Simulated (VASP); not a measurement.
# Al (P-1) in VASP: further runs, part 2 of 2

VASP 6.6.1.

## Step 3: Relaxation of cell and atoms, PBE

Contents of INCAR:

```
ALGO = Normal
EDIFF = 1E-7
EDIFFG = -0.025
ENCUT = 600
GGA = PE
IBRION = 2
ISIF = 3
ISMEAR = 0
LASPH = True
LCHARG = False
LREAL = False
LWAVE = False
NELM = 80
NSW = 80
PREC = Accurate
SIGMA = 0.2
```

Contents of KPOINTS:

```
k-points
0
Gamma
  4 4 4
```

Contents of POSCAR:

```
Al
1.0
    5.4334608553     -0.0019491454      0.0959404437
   -0.0019491454      5.5190257243     -0.0743562673
    0.0962693261     -0.0746111594      5.5294520497
Al
8
Direct
    0.0042251551     -0.0011468248      0.2492477012
   -0.0019267216      0.0035879176      0.7502309014
    1.0135419386      0.4921264356      0.2422415457
    0.9940942566      0.4859303154      0.7485318494
    0.5003092747      0.0096270800      0.2451391648
    0.4958361344     -0.0078347840      0.7387522188
    0.4954275029      0.5055066195      0.2568298567
    0.4984924592      0.5122032407      0.7690267622
```

Potentials or basis: VASP PAW PBE potentials, release 64 (Al).

Command:

```sh
$ cat potpaw_PBE.64/Al/POTCAR > POTCAR
$ mpirun -np 1 vasp_std > vasp.out
```

Wall time 35 min (1 thread of Intel Xeon Platinum 8488C (Sapphire Rapids), shared host); peak memory 0.39 GiB.

The run converged. Its results:

- Free energy: -29.9595 eV
- Relaxed volume: 16.53 Å³/atom
- Relaxed cell: a = 5.660 Å, b = 5.776 Å, c = 5.661 Å, α = 119.31°, β = 60.06°, γ = 119.34°
- Space group after relaxing (to 0.05 Å): R-3m (No. 166)
- Energy gained by relaxing: 361.6 meV/atom
- Ionic steps: 54
- Pressure after relaxing: 0.0 GPa
- Largest force after relaxing: 0.011 eV/Å
- Band gap on the k mesh: none (metal or under the smearing width)

Forces in eV/Å, atoms in the order of the input:
```
Al  -0.004  0.009 -0.005
Al   0.000 -0.010 -0.005
Al  -0.004 -0.005  0.004
Al   0.001 -0.003  0.004
Al   0.003  0.002  0.002
Al   0.004  0.005  0.004
Al  -0.004 -0.003 -0.002
Al   0.004  0.006 -0.003
```

Stress tensor (GPa, compression positive):
```
 0.07  0.00  0.12
 0.00 -0.12 -0.04
 0.12 -0.04 -0.01
```

The path:
```
step  energy change (eV)  largest force (eV/Å)  pressure (GPa)  volume (Å³)
   1              0.0000                0.6399           -1.47       165.73
   3             -0.1186                0.2761            0.92       157.57
   5             -0.1641                0.3696           -0.58       161.44
   7             -0.2877                0.5566           -1.07       162.20
   9             -0.8934                1.2428           -3.18       163.07
  11             -0.8964                1.5234           -3.62       162.22
  13             -0.9095                1.4527           -3.48       162.57
  15             -0.9785                1.3927           -4.13       161.93
  17             -1.1326                1.3125           -4.31       159.49
  19             -1.6343                0.9753           -2.03       149.79
  21             -1.7806                1.0841            0.77       142.74
  23             -1.8557                0.9930            0.78       142.28
  25             -1.9707                0.6989           -0.66       144.55
  27             -2.0788                0.4216           -0.37       143.07
  29             -2.1073                1.0309            1.60       136.77
  31             -2.1913                0.5490            0.32       139.42
  33             -2.4431                0.6394           -0.96       138.32
  35             -2.4770                0.6672           -1.04       137.93
  37             -2.6150                0.6763            0.49       133.52
  39             -2.6199                0.7062            0.83       132.88
  41             -2.7281                0.4028           -0.54       134.25
  43             -2.8120                0.3365           -0.25       133.18
  45             -2.8572                0.2423            0.14       132.21
  47             -2.8783                0.1516           -0.11       132.42
  49             -2.8888                0.0690            0.13       131.98
  51             -2.8911                0.0615           -0.04       132.26
  53             -2.8925                0.0335            0.03       132.17
  54             -2.8930                0.0112           -0.02       132.25
```

Final structure:
```xyz
8
Lattice="5.3489 -1.2860 1.3295 -1.3501 5.4535 -1.3398 1.3514 -1.2876 5.3449" Properties=species:S:1:pos:R:3 pbc="T T T"
Al   -1.0112    5.1298   -0.0021
Al    6.3618   -2.2482    5.3405
Al   -0.3360    2.4066    0.6661
Al    5.6863    0.4764    4.6661
Al    1.6623    4.4879    0.6607
Al    2.3367    3.8426    3.3326
Al    2.3386    1.7614    1.3310
Al    3.0124    1.1163    4.0035
```

Levels at points of the mesh, in eV from the Fermi level:
```csv
k point,band 8,band 9,band 10,band 11,band 12,band 13,band 14,band 15,band 16,band 17
"(0.00, 0.00, 0.00)",-4.13,-4.12,-2.80,-2.80,-2.79,-1.48,-1.48,-1.46,5.36,5.36
"(0.50, 0.00, 0.00)",-4.89,-0.94,-0.94,-0.46,-0.46,-0.43,-0.43,3.74,3.75,3.81
"(0.00, 0.50, 0.00)",-4.80,-0.69,-0.69,-0.68,-0.67,-0.67,-0.67,3.02,3.02,3.55
"(0.50, 0.50, 0.00)",-0.81,-0.66,-0.66,0.31,0.31,1.21,1.21,1.26,1.26,1.45
"(0.00, 0.00, 0.50)",-4.89,-0.95,-0.95,-0.46,-0.45,-0.44,-0.43,3.73,3.73,3.80
"(0.50, 0.00, 0.50)",-0.81,-0.66,-0.66,0.31,0.31,1.22,1.22,1.26,1.26,1.45
"(0.00, 0.50, 0.50)",-0.81,-0.66,-0.66,0.31,0.31,1.21,1.22,1.26,1.26,1.45
"(0.50, 0.50, 0.50)",-4.89,-0.94,-0.94,-0.45,-0.45,-0.44,-0.44,3.76,3.76,3.81
```

Caveat: the volume moved by over 15 % at a fixed basis, so the end points are rough.

## Step 4: Single point, PBE (random cell by space group and Wyckoff sites (P4/mmm, No. 123))

Contents of INCAR:

```
SYSTEM = Al
PREC = Accurate
ENCUT = 520
EDIFF = 1E-7
ISMEAR = 0
SIGMA = 0.1
LREAL = .False.
LASPH = .True.
NELM = 60
ALGO = Normal
ISIF = 2
LWAVE = .False.
LCHARG = .True.
GGA = PE
LELF = .True.
LVHAR = .True.
NBANDS = 8
```

Contents of KPOINTS:

```
Automatic mesh
0
Gamma
  6 6 6
  0 0 0
```

Contents of POSCAR:

```
Al
1.0
    2.8328841143      0.0000000000      0.0000000000
    0.0000000000      2.8328841143      0.0000000000
    0.0000000000      0.0000000000      2.5660356990
Al
1
Direct
    0.0000000000      0.0000000000      0.5000000000
```

Command:

```sh
$ cat potpaw_PBE.64/Al/POTCAR > POTCAR
$ mpirun -np 1 vasp_std > vasp.out
```

Run time: 3.1 s. Hardware: 1 thread of Intel Xeon Platinum 8488C (Sapphire Rapids), shared host; peak memory 0.12 GiB.

It converged, with:

```
Free energy            : -3.3199 eV
Pressure               : 0.0 GPa
Band gap on the k mesh : none (metal or under the smearing width)
```

Stress tensor (GPa, compression positive):
```
 0.03  0.00  0.00
 0.00  0.03  0.00
 0.00  0.00 -0.10
```

Levels at points of the mesh, in eV from the Fermi level:
```
           k point  band 1  band 2  band 3  band 4  band 5  band 6
(0.00, 0.00, 0.00)   -9.40    7.27    7.76    7.76    8.32   11.75
(0.50, 0.00, 0.00)   -5.62   -4.06   10.24   10.74   13.01   14.79
(0.50, 0.50, 0.00)   -1.43   -0.95   -0.95    2.07   17.84   18.65
(0.00, 0.00, 0.50)   -4.10   -3.75   10.69   12.12   12.12   13.02
(0.50, 0.00, 0.50)   -0.75    0.30    0.33    2.45   15.14   15.18
(0.50, 0.50, 0.50)    2.08    3.32    3.32    5.36    5.36    6.30
```

Caveat: the k mesh is coarse (spacing up to 0.41 Å⁻¹), so the values aren't converged.

## Step 5: Relaxation of cell and atoms, PBE (random cell by space group and Wyckoff sites (P4/mmm, No. 123))

Contents of INCAR:

```
SYSTEM = Al
PREC = Accurate
ENCUT = 600
EDIFF = 1E-6
ISMEAR = 0
SIGMA = 0.1
LREAL = .False.
LASPH = .True.
NELM = 100
ALGO = Normal
ISIF = 3
LWAVE = .False.
LCHARG = .False.
GGA = PE
IBRION = 2
NSW = 90
EDIFFG = -0.04
```

Contents of KPOINTS:

```
regular mesh
0
Gamma
  6 6 6
  0 0 0
```

Contents of POSCAR:

```
Al
1.0
    2.6538481800      0.0000000000      0.0000000000
    0.0000000000      2.6538481800      0.0000000000
    0.0000000000      0.0000000000      2.5008975400
Al
1
Direct
    0.0000000000      0.0000000000      0.5000000000
```

Command:

```sh
$ cat potpaw_PBE.64/Al/POTCAR > POTCAR
$ mpirun -np 1 vasp_std > vasp.out
```

Wall time 5.6 s (1 thread of Intel Xeon Platinum 8488C (Sapphire Rapids), shared host); peak memory 0.12 GiB.

Results (log left out):

```yaml
Free_energy: -3.3198 eV
Relaxed_volume: 20.65 Å³/atom
Relaxed_cell: a = 2.836 Å, b = 2.836 Å, c = 2.567 Å, α = 90.00°, β = 90.00°, γ = 90.00°
Space_group_after_relaxing_to_0.05_Å: P4/mmm (No. 123)
Energy_gained_by_relaxing: 95.6 meV/atom
Ionic_steps: 6
Pressure_after_relaxing: -0.2 GPa
Band_gap_on_the_k_mesh: none (metal or under the smearing width)
```

The path:
```csv
step,energy change (eV),largest force (eV/Å),pressure (GPa),volume (Å³)
1,0.0000,0.0000,10.88,17.61
2,-0.0879,0.0000,-1.10,20.84
3,-0.0889,0.0000,-0.23,20.49
4,-0.0956,0.0000,-0.12,20.67
5,-0.0956,0.0000,-0.17,20.65
6,-0.0956,0.0000,-0.16,20.65
```

Final structure:
```xyz
1
Lattice="2.8364 0.0000 0.0000 0.0000 2.8364 0.0000 0.0000 0.0000 2.5671" Properties=species:S:1:pos:R:3 pbc="T T T"
Al    0.0000    0.0000    1.2836
```

Levels at points of the mesh, in eV from the Fermi level:
```csv
k point,band 1,band 2,band 3,band 4,band 5
"(0.00, 0.00, 0.00)",-9.39,7.26,7.73,7.73,8.31
"(0.50, 0.00, 0.00)",-5.62,-4.05,10.22,10.69,12.99
"(0.50, 0.50, 0.00)",-1.45,-0.95,-0.95,2.08,17.80
"(0.00, 0.00, 0.50)",-4.09,-3.74,10.67,12.09,12.09
"(0.50, 0.00, 0.50)",-0.76,0.29,0.34,2.46,15.15
"(0.50, 0.50, 0.50)",2.07,3.31,3.31,5.36,5.36
```

Caveat: the k mesh is coarse (spacing up to 0.42 Å⁻¹), so the values aren't converged; the volume moved by over 15 % at a fixed basis, so the end points are rough.

## Step 6: Summary

| task | cell | k mesh | cutoff (eV) | smearing | mesh quality | gap on the mesh (eV) | pressure (GPa) | relaxed volume (Å³/atom) |
| --- | --- | --- | --- | --- | --- | --- | --- | --- |
| single point | cell x8, atoms moved at random (sigma 0.05 Å) and cell strained at random (1.5 %), then relaxed without symmetry | 4 × 4 × 4 | 520 | gaussian 0.2 eV | not flagged | none | 0.0 | - |
| relaxation of cell and atoms | relaxed from: cell x8, atoms moved at random (sigma 0.05 Å) and cell strained at random (1.5 %), then relaxed without symmetry | 4 × 4 × 4 | 600 | gaussian 0.2 eV | not flagged | none | 0.0 | 16.53 |
| single point | random cell by space group and Wyckoff sites (P4/mmm, No. 123) | 6 × 6 × 6 | 520 | gaussian 0.1 eV | coarse | none | 0.0 | - |
| relaxation of cell and atoms | relaxed from: random cell by space group and Wyckoff sites (P4/mmm, No. 123) | 6 × 6 × 6 | 600 | gaussian 0.1 eV | coarse | none | -0.2 | 20.65 |

Alike in all rows: level PBE; potentials or basis VASP PAW PBE potentials, release 64 (Al); no spin polarisation.

Caveats: some runs use coarse meshes; the volume moved by over 15 % at a fixed basis, so the end points are rough (some runs).

Absolute energies hang on the potentials; compare differences alone.
